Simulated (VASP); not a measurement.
# Zn (P6_3/mmc) in VASP: settings compared

Aim: see how the results for Zn move with the level of theory and the settings. Levels: PBEsol, LDA, PBE. Tasks: relaxation of cell and atoms.

All numbers are computed with VASP 6.6.1; they aren't measurements. Logs are shortened: lines on timing, memory, paths and dates and some standing lists are left out, and cuts for length are marked.

## Step 1: The structure

Symmetry: P6_3/mmc, No. 194, hexagonal system. Conventional cell: a = 2.614 Å, b = 2.614 Å, c = 4.873 Å, α = 90.00°, β = 90.00°, γ = 120.00°. Zn (site symmetry -6m2) has 12 Zn at 2.61 to 2.87 Å as nearest neighbours.

## Step 2: Relaxation of cell and atoms, PBEsol

The input, INCAR:

```
SYSTEM = Zn
  PREC = Accurate
  ENCUT = 600
  EDIFF = 1E-7
  ISMEAR = 0
  SIGMA = 0.1
  LREAL = .False.
  LASPH = .True.
  NELM = 60
  ALGO = Fast
  ISIF = 3
  LWAVE = .False.
  LCHARG = .False.
  GGA = PS
  IBRION = 2
  NSW = 90
  EDIFFG = -0.005
```

The input, KPOINTS:

```
Automatic mesh
0
Gamma
  18 18 10
  0 0 0
```

The input, POSCAR:

```
Zn
1.0
    2.6143598000      0.0000000000      0.0000000000
   -1.3071799000      2.2641020000      0.0000000000
    0.0000000000      0.0000000000      4.8731610200
Zn
2
Direct
    0.3333333300      0.6666666700      0.2500000000
    0.6666666700      0.3333333300      0.7500000000
```

Potentials or basis: VASP PAW PBE potentials, release 64 (Zn).

Started as:

```sh
cat potpaw_PBE.64/Zn/POTCAR > POTCAR
mpirun -np 1 vasp_std > vasp.out
```

OUTCAR:

```text
SYSTEM = Zn
   PREC = Accurate
   ENCUT = 600
   EDIFF = 1E-7
   ISMEAR = 0
   LREAL = .False.
   LASPH = .True.
   NELM = 60
   ISIF = 3
   GGA = PS
   IBRION = 2
   NSW = 90
   EDIFFG = -0.005

 ion  position               nearest neighbor table
   1  0.333  0.667  0.250-   2 2.87   2 2.87   2 2.87   2 2.87   2 2.87   2 2.87
   2  0.667  0.333  0.750-   1 2.87   1 2.87   1 2.87   1 2.87   1 2.87   1 2.87

  LATTYP: Found a hexagonal cell.
 ALAT       =     2.6143598000
 C/A-ratio  =     1.8639978399

  Lattice vectors:

 A1 = (   2.6143598000,   0.0000000000,   0.0000000000)
 A2 = (  -1.3071799000,   2.2641020000,   0.0000000000)
 A3 = (   0.0000000000,   0.0000000000,   4.8731610200)

Analysis of symmetry for initial positions (statically):
=====================================================================
 Subroutine PRICEL returns:
 Original cell was already a primitive cell.

 Routine SETGRP: Setting up the symmetry group for a
 hexagonal supercell.

 Subroutine GETGRP returns: Found 24 space group operations
 (whereof 12 operations were pure point group operations)
 out of a pool of 24 trial point group operations.

The static configuration has the point symmetry D_3d.
 The point group associated with its full space group is D_6h.

Analysis of symmetry for dynamics (positions and initial velocities):
=====================================================================
 Subroutine PRICEL returns:
 Original cell was already a primitive cell.

 Routine SETGRP: Setting up the symmetry group for a
 hexagonal supercell.

 Subroutine GETGRP returns: Found 24 space group operations
 (whereof 12 operations were pure point group operations)
 out of a pool of 24 trial point group operations.

The dynamic configuration has the point symmetry D_3d.
 The point group associated with its full space group is D_6h.

 Subroutine INISYM returns: Found 24 space group operations
 (whereof 12 operations are pure point group operations),
 and found     1 'primitive' translations

----------------------------------------------------------------------------------------

                                     Primitive cell

  volume of cell :      28.8451

  direct lattice vectors                    reciprocal lattice vectors
     2.614359800  0.000000000  0.000000000     0.382502822  0.220838107  0.000000000
    -1.307179900  2.264102000  0.000000000     0.000000000  0.441676214  0.000000000
     0.000000000  0.000000000  4.873161020     0.000000000  0.000000000  0.205205614

  length of vectors
     2.614359800  2.614359799  4.873161020     0.441676214  0.441676214  0.205205614

  position of ions in fractional coordinates (direct lattice)
     0.333333330  0.666666670  0.250000000
     0.666666670  0.333333330  0.750000000

  ion indices of the primitive-cell ions
   primitive index   ion index
                 1           1
                 2           2

----------------------------------------------------------------------------------------

 KPOINTS: Automatic mesh

Automatic generation of k-mesh.
 Grid dimensions read from file:
 generate k-points for:   18   18   10

 Generating k-lattice:

  Cartesian coordinates                     Fractional coordinates (reciprocal lattice)
     0.021250157  0.012268784  0.000000000     0.055555556  0.000000000  0.000000000
     0.000000000  0.024537567  0.000000000     0.000000000  0.055555556  0.000000000
     0.000000000  0.000000000  0.020520561     0.000000000  0.000000000  0.100000000

  Length of vectors
     0.024537567  0.024537567  0.020520561

  Shift w.r.t. Gamma in fractional coordinates (k-lattice)
     0.000000000  0.000000000  0.000000000

 Subroutine IBZKPT returns following result:
 ===========================================

 Found    222 irreducible k-points:

 Following reciprocal coordinates:
            Coordinates               Weight
  0.000000  0.000000  0.000000      1.000000
  0.055556 -0.000000  0.000000      6.000000
  0.111111 -0.000000  0.000000      6.000000
  0.166667  0.000000  0.000000      6.000000
  0.222222  0.000000  0.000000      6.000000
  0.277778  0.000000  0.000000      6.000000
[... 16 lines left out ...]
  0.333333  0.111111  0.000000     12.000000
  0.388889  0.111111  0.000000     12.000000
 [... further k-points ...]
   k-points           NKPTS =    222   k-points in BZ     NKDIM =    222   number of bands    NBANDS=     16
   number of dos      NEDOS =    301   number of ions     NIONS =      2
   total plane-waves  NPLWV =  23040
   dimension x,y,z NGX =    24 NGY =   24 NGZ =   40
   dimension x,y,z NGXF=    48 NGYF=   48 NGZF=   80
   ions per type =               2
   NGX,Y,Z   is equivalent  to a cutoff of  15.26, 15.26, 13.65 a.u.
   NGXF,Y,Z  is equivalent  to a cutoff of  30.52, 30.52, 27.29 a.u.
 SYSTEM =  Zn
   PREC   = accura    normal or accurate (medium, high low for compatibility)
   ISTART =      0    job   : 0-new  1-cont  2-samecut
   ICHARG =      2    charge: 1-file 2-atom 10-const
   ISPIN  =      1    spin polarized calculation?
   LNONCOLLINEAR =      F non collinear calculations
   LSORBIT =      F    spin-orbit coupling
   LASPH  =      T    aspherical Exc in radial PAW
   ENCUT  =  600.0 eV  44.10 Ry    6.64 a.u.   5.22  5.22  9.73*2*pi/ulx,y,z
   NELM   =     60;   NELMIN=  2; NELMDL= -5     # of ELM steps
   EDIFF  = 0.1E-06   stopping-criterion for ELM
   LREAL  =      F    real-space projection
   EDIFFG = -.5E-02   stopping-criterion for IOM
   NSW    =     90    number of steps for IOM
   IBRION =      2    ionic relax: 0-MD 1-quasi-New 2-CG
   NFREE  =      1    steps in history (QN), initial steepest desc. (CG)
   ISIF   =      3    stress and relaxation
   ISYM   =      2    0-nonsym 1-usesym 2-fastsym
   POTIM  = 0.5000    time-step for ionic-motion
   TEBEG  =    0.0;   TEEND  =   0.0 temperature during run
   PSTRESS=    0.0 pullay stress
   NELECT =      24.0000    total number of electrons
   NUPDOWN=      -1.0000    fix difference up-down
   EMIN   =  10.00;   EMAX   =-10.00  energy-range for DOS
   EFERMI =   0.00;   METHOD = LEGACY
   ISMEAR =     0;   SIGMA  =   0.10  broadening in eV -4-tet -1-fermi 0-gaus
   EFERMI_NEDOS =   21; number of points for ismear=-14 and -15
   IALGO  =     68    algorithm
   IMIX   =      4    mixing-type and parameters
     AMIX     =   0.40;   BMIX     =  1.00
     AMIX_MAG =   1.60;   BMIX_MAG =  1.00
  volume/ion in A,a.u.               =      14.42        97.33
  Fermi-wavevector in a.u.,A,eV,Ry     =   1.539765  2.909735 32.257744  2.370877
  Thomas-Fermi vector in A             =   2.645947
   LORBIT       =      0    0 simple, 1 ext, 2 COOP (PROOUT), +10 PAW based schemes
   GGA     = PS    functional components
   LHFCALC =     F    Hartree Fock is set to
   AEXX    =    0.0000 exact exchange contribution
   IVDW    =     0    specifies the selected vdW correction
   LEPSILON=     F    determine dielectric tensor
   LRPA    =     F    only Hartree local field effects (RPA)
 conjugate gradient relaxation of ions
 non-spin polarized calculation
 RMM-DIIS sequential band-by-band and
 Gauss-broadening in eV      SIGMA  =   0.10
  energy-cutoff  :      600.00
  volume of cell :       28.85
 maximum number of plane-waves:       980
 NGX is ok and might be reduce to    24
   NGX = 11   NGY = 11   NGZ = 19

--------------------------------------- Ionic step        1  -------------------------------------------

 number of electron      24.0000002 magnetization

 Free energy of the ion-electron system (eV)
  ---------------------------------------------------
  ext. energy  EPLUGINS =         0.00000000
  ---------------------------------------------------
  free energy    TOTEN  =        -3.17216643 eV

  energy without entropy =       -3.17125758  energy(sigma->0) =       -3.17171200

------------------------ aborting loop because EDIFF is reached ----------------------------------------

  FORCE on cell =-STRESS in cart. coord.  units (eV):
  Direction    XX          YY          ZZ          XY          YZ          ZX
  --------------------------------------------------------------------------------------
  -------------------------------------------------------------------------------------
  Total       -0.3055616     -0.3055616      0.0481114      0.0000000     -0.0000000      0.0000000
  in kB      -16.9721626    -16.9721626      2.6723069      0.0000000     -0.0000000      0.0000000
  external PRESSURE =     -10.4240061 kB  Pullay stress =       0.0000000 kB
[... 89 lines left out ...]
  FREE ENERGIE OF THE ION-ELECTRON SYSTEM (eV)
  ---------------------------------------------------
  free  energy   TOTEN  =        -3.1743463790 eV

  energy  without entropy=       -3.1734480831  energy(sigma->0) =       -3.17389723

[... ionic steps 4 to 12 ...]

--------------------------------------- Ionic step       13  -------------------------------------------

 number of electron      24.0000009 magnetization

------------------------ aborting loop because EDIFF is reached ----------------------------------------

  FORCE on cell =-STRESS in cart. coord.  units (eV):
  Direction    XX          YY          ZZ          XY          YZ          ZX
  --------------------------------------------------------------------------------------
  -------------------------------------------------------------------------------------
  Total       -0.0173345     -0.0173345     -0.0183232      0.0000000      0.0000000      0.0000000
  in kB       -0.9687438     -0.9687438     -1.0239946      0.0000000      0.0000000      0.0000000
  external PRESSURE =      -0.9871607 kB  Pullay stress =       0.0000000 kB
[... 57 lines left out ...]
  energy  without entropy=       -3.1738172690  energy(sigma->0) =       -3.17437047

--------------------------------------- Ionic step       15  -------------------------------------------

 number of electron      24.0000009 magnetization

 Free energy of the ion-electron system (eV)
  ---------------------------------------------------
  ext. energy  EPLUGINS =         0.00000000
  ---------------------------------------------------
  free energy    TOTEN  =        -3.17492276 eV

  energy without entropy =       -3.17381545  energy(sigma->0) =       -3.17436911

 E-fermi :   3.3607     XC(G=0): -12.0136

 val. band max:        3.3400151390   @ k =   0.3333   0.2778   0.5000
 cond. band min:       3.4259033942   @ k =   0.1667   0.0000   0.2000
 fundamental gap:      0.0858882553
 Fermi energy:         3.3606513476

 k-point     1 :       0.0000    0.0000    0.0000
  band No.  band energies     occupation
      1      -7.5372      2.00000
      2      -5.5583      2.00000
      3      -4.7412      2.00000
      4      -4.4565      2.00000
      5      -4.4565      2.00000
      6      -4.4054      2.00000
[... 8 lines left out ...]
     15      20.6375      0.00000
     16      22.0400      0.00000
[... 420 lines left out ...]
  band No.  band energies     occupation
      1      -5.1809      2.00000
      2      -5.0848      2.00000
      3      -4.9629      2.00000
      4      -4.4715      2.00000
      5      -4.2940      2.00000
      6      -4.2927      2.00000
[... 8 lines left out ...]
     15       9.0764      0.00000
     16      10.3872      0.00000

 [... further k-points ...]

------------------------ aborting loop because EDIFF is reached ----------------------------------------

  FORCE on cell =-STRESS in cart. coord.  units (eV):
  Direction    XX          YY          ZZ          XY          YZ          ZX
  --------------------------------------------------------------------------------------
  -------------------------------------------------------------------------------------
  Total        0.0025520      0.0025520     -0.0064815     -0.0000000     -0.0000000      0.0000000
  in kB        0.1427015      0.1427015     -0.3624348     -0.0000000     -0.0000000      0.0000000
  external PRESSURE =      -0.0256773 kB  Pullay stress =       0.0000000 kB
[... 17 lines left out ...]
  FREE ENERGIE OF THE ION-ELECTRON SYSTEM (eV)
  ---------------------------------------------------
  free  energy   TOTEN  =        -3.1749227633 eV

  energy  without entropy=       -3.1738154495  energy(sigma->0) =       -3.17436911

 reached required accuracy - stopping structural energy minimisation
```

It took 17 min on 1 thread of AMD EPYC 7R43 (Zen 3), shared host; peak memory 0.21 GiB.

Results:

```
Free energy                            : -3.1749 eV
Relaxed volume                         : 14.33 Å³/atom
Relaxed cell                           : a = 2.593 Å, b = 2.593 Å, c = 4.919 Å, α = 90.00°, β = 90.00°, γ = 120.00°
Space group after relaxing (to 0.05 Å) : P6_3/mmc (No. 194)
Energy gained by relaxing              : 1.4 meV/atom
Ionic steps                            : 15
Pressure after relaxing                : 0.0 GPa
Band gap on the k mesh                 : none (metal or under the smearing width)
```

The path:
| step | energy change (eV) | largest force (eV/Å) | pressure (GPa) | volume (Å³) |
| --- | --- | --- | --- | --- |
| 1 | 0.0000 | 0.0000 | -1.04 | 28.85 |
| 2 | -0.0022 | 0.0000 | 0.45 | 28.45 |
| 3 | -0.0022 | 0.0000 | 0.32 | 28.48 |
| 4 | -0.0026 | 0.0000 | 0.24 | 28.56 |
| 5 | -0.0028 | 0.0000 | 0.10 | 28.66 |
| 6 | -0.0028 | 0.0000 | -0.05 | 28.65 |
| 7 | -0.0027 | 0.0000 | 0.10 | 28.60 |
| 8 | -0.0028 | 0.0000 | 0.08 | 28.63 |
| 9 | -0.0028 | 0.0000 | 0.17 | 28.64 |
| 10 | -0.0028 | 0.0000 | 0.15 | 28.65 |
| 11 | -0.0027 | 0.0000 | -0.09 | 28.71 |
| 12 | -0.0028 | 0.0000 | -0.09 | 28.68 |
| 13 | -0.0028 | 0.0000 | -0.10 | 28.67 |
| 14 | -0.0028 | 0.0000 | -0.05 | 28.66 |
| 15 | -0.0028 | 0.0000 | 0.00 | 28.65 |

Final structure:
```cif
data_structure
_symmetry_space_group_name_H-M 'P 1'
_symmetry_Int_Tables_number 1
_cell_length_a 2.5935
_cell_length_b 2.5935
_cell_length_c 4.9189
_cell_angle_alpha 90.000
_cell_angle_beta 90.000
_cell_angle_gamma 120.000
_cell_volume 28.65
loop_
_atom_site_label
_atom_site_type_symbol
_atom_site_fract_x
_atom_site_fract_y
_atom_site_fract_z
_atom_site_occupancy
Zn1 Zn 0.33333 0.66667 0.25000 1
Zn2 Zn 0.66667 0.33333 0.75000 1
```

Levels at points of the mesh, in eV from the Fermi level:
```csv
k point,band 8,band 9,band 10,band 11,band 12,band 13,band 14,band 15,band 16
"(0.00, 0.00, 0.00)",-7.36,-7.36,-7.15,-7.15,-4.04,-3.22,13.43,17.28,18.68
"(0.50, 0.00, 0.00)",-7.17,-6.93,-6.91,-2.96,-2.09,2.64,3.61,4.36,5.83
"(0.00, 0.00, 0.50)",-7.81,-7.24,-7.24,-7.24,-7.24,4.37,4.37,20.00,20.00
"(0.50, 0.00, 0.50)",-7.19,-6.92,-6.92,-2.02,-2.02,0.35,0.35,10.24,10.24
```

Caveat: the PAW data sets were made with another functional, which shifts forces and pressure a little.

## Step 3: Relaxation of cell and atoms, LDA

Changes to INCAR since step 2:

```diff
@@ -13,3 +13,3 @@
   LCHARG = .False.
-  GGA = PS
+  GGA = CA
   IBRION = 2
```

KPOINTS is that of step 2.

POSCAR is that of step 2.

Potentials or basis: VASP PAW LDA potentials, release 64 (Zn).

Started as:

```sh
cat potpaw_LDA.64/Zn/POTCAR > POTCAR
mpirun -np 1 vasp_std > vasp.out
```

It took 12 min on 1 thread of AMD EPYC 7R43 (Zen 3), shared host; peak memory 0.2 GiB.

The run converged. Its results:

```yaml
Free_energy: -3.7599 eV
Relaxed_volume: 13.75 Å³/atom
Relaxed_cell: a = 2.557 Å, b = 2.557 Å, c = 4.857 Å, α = 90.00°, β = 90.00°, γ = 120.00°
Space_group_after_relaxing_to_0.05_Å: P6_3/mmc (No. 194)
Energy_gained_by_relaxing: 13.1 meV/atom
Ionic_steps: 7
Pressure_after_relaxing: 0.0 GPa
Band_gap_on_the_k_mesh: none (metal or under the smearing width)
```

The path:
| step | energy change (eV) | largest force (eV/Å) | pressure (GPa) | volume (Å³) |
| --- | --- | --- | --- | --- |
| 1 | 0.0000 | 0.0000 | -4.88 | 28.85 |
| 2 | -0.0238 | 0.0000 | 1.77 | 27.05 |
| 3 | -0.0259 | 0.0000 | 0.15 | 27.43 |
| 4 | -0.0259 | 0.0000 | 0.00 | 27.45 |
| 5 | -0.0260 | 0.0000 | -0.04 | 27.48 |
| 6 | -0.0261 | 0.0000 | -0.07 | 27.52 |
| 7 | -0.0261 | 0.0000 | 0.02 | 27.49 |

Final structure:
```
CELL_PARAMETERS angstrom
2.55670 0.00000 0.00000
-1.27835 2.21417 0.00000
0.00000 0.00000 4.85689
ATOMIC_POSITIONS crystal
Zn 0.33333 0.66667 0.25000
Zn 0.66667 0.33333 0.75000
```

Levels at points of the mesh, in eV from the Fermi level:
| k point | band 9 | band 10 | band 11 | band 12 | band 13 | band 14 | band 15 | band 16 |
| --- | --- | --- | --- | --- | --- | --- | --- | --- |
| (0.00, 0.00, 0.00) | -7.54 | -7.32 | -7.32 | -4.22 | -3.26 | 13.68 | 17.74 | 19.20 |
| (0.50, 0.00, 0.00) | -7.08 | -7.06 | -3.05 | -2.11 | 2.71 | 3.67 | 4.55 | 6.01 |
| (0.00, 0.00, 0.50) | -7.41 | -7.41 | -7.41 | -7.41 | 4.47 | 4.47 | 20.55 | 20.55 |
| (0.50, 0.00, 0.50) | -7.07 | -7.07 | -2.11 | -2.11 | 0.43 | 0.43 | 10.46 | 10.46 |

## Step 4: Relaxation of cell and atoms, PBE

Changes to INCAR since step 3:

```diff
@@ -13,3 +13,3 @@
   LCHARG = .False.
-  GGA = CA
+  GGA = PE
   IBRION = 2
```

KPOINTS is that of step 3.

POSCAR is that of step 3.

Potentials or basis: VASP PAW PBE potentials, release 64 (Zn).

Started as:

```sh
cat potpaw_PBE.64/Zn/POTCAR > POTCAR
mpirun -np 1 vasp_std > vasp.out
```

Run time: 18 min. Hardware: 1 thread of AMD EPYC 7R43 (Zen 3), shared host; peak memory 0.2 GiB.

It converged, with:

| Item | Value |
| --- | --- |
| Free energy | -2.2222 eV |
| Relaxed volume | 15.36 Å³/atom |
| Relaxed cell | a = 2.639 Å, b = 2.639 Å, c = 5.091 Å, α = 90.00°, β = 90.00°, γ = 120.00° |
| Space group after relaxing (to 0.05 Å) | P6_3/mmc (No. 194) |
| Energy gained by relaxing | 13.1 meV/atom |
| Ionic steps | 12 |
| Pressure after relaxing | 0.0 GPa |
| Band gap on the k mesh | none (metal or under the smearing width) |

Step by step:
| step | energy change (eV) | largest force (eV/Å) | pressure (GPa) | volume (Å³) |
| --- | --- | --- | --- | --- |
| 1 | 0.0000 | 0.0000 | 4.51 | 28.85 |
| 2 | -0.0214 | 0.0000 | -0.38 | 30.57 |
| 3 | -0.0215 | 0.0000 | -0.11 | 30.45 |
| 4 | -0.0241 | 0.0000 | -0.06 | 30.52 |
| 5 | -0.0260 | 0.0000 | 0.07 | 30.61 |
| 6 | -0.0262 | 0.0000 | 0.17 | 30.66 |
| 7 | -0.0262 | 0.0000 | 0.08 | 30.65 |
| 8 | -0.0262 | 0.0000 | 0.15 | 30.64 |
| 9 | -0.0262 | 0.0000 | 0.29 | 30.65 |
| 10 | -0.0262 | 0.0000 | -0.24 | 30.82 |
| 11 | -0.0262 | 0.0000 | -0.05 | 30.72 |
| 12 | -0.0262 | 0.0000 | 0.00 | 30.71 |

Final structure:
```
Zn
1.0
     2.63925    0.00000    0.00000
    -1.31962    2.28566    0.00000
     0.00000    0.00000    5.09121
Zn
2
Cartesian
  0.0000 1.5238 1.2728
  1.3196 0.7619 3.8184
```

Levels at points of the mesh, in eV from the Fermi level:
```csv
k point,band 10,band 11,band 12,band 13,band 14,band 15
"(0.00, 0.00, 0.00)",-7.07,-7.07,-3.71,-3.44,12.32,16.13
"(0.50, 0.00, 0.00)",-6.84,-2.65,-1.94,2.40,3.59,3.87
"(0.00, 0.00, 0.50)",-7.14,-7.14,-7.14,3.89,3.89,19.32
"(0.50, 0.00, 0.50)",-6.85,-1.75,-1.75,0.27,0.27,9.63
```

## Step 5: The runs side by side

| level | potentials or basis | gap on the mesh (eV) | pressure (GPa) | relaxed volume (Å³/atom) |
| --- | --- | --- | --- | --- |
| PBEsol | VASP PAW PBE potentials, release 64 (Zn) | none | 0.0 | 14.33 |
| LDA | VASP PAW LDA potentials, release 64 (Zn) | none | 0.0 | 13.75 |
| PBE | VASP PAW PBE potentials, release 64 (Zn) | none | 0.0 | 15.36 |

Alike in all rows: task relaxation of cell and atoms; no spin polarisation; cell relaxed; k mesh 18 × 18 × 10; cutoff (eV) 600; smearing gaussian 0.1 eV.

Caveats: the PAW data sets were made with another functional, which shifts forces and pressure a little (some runs).

Total energies depend on the potentials used, so only differences within one code and one set of settings carry meaning.
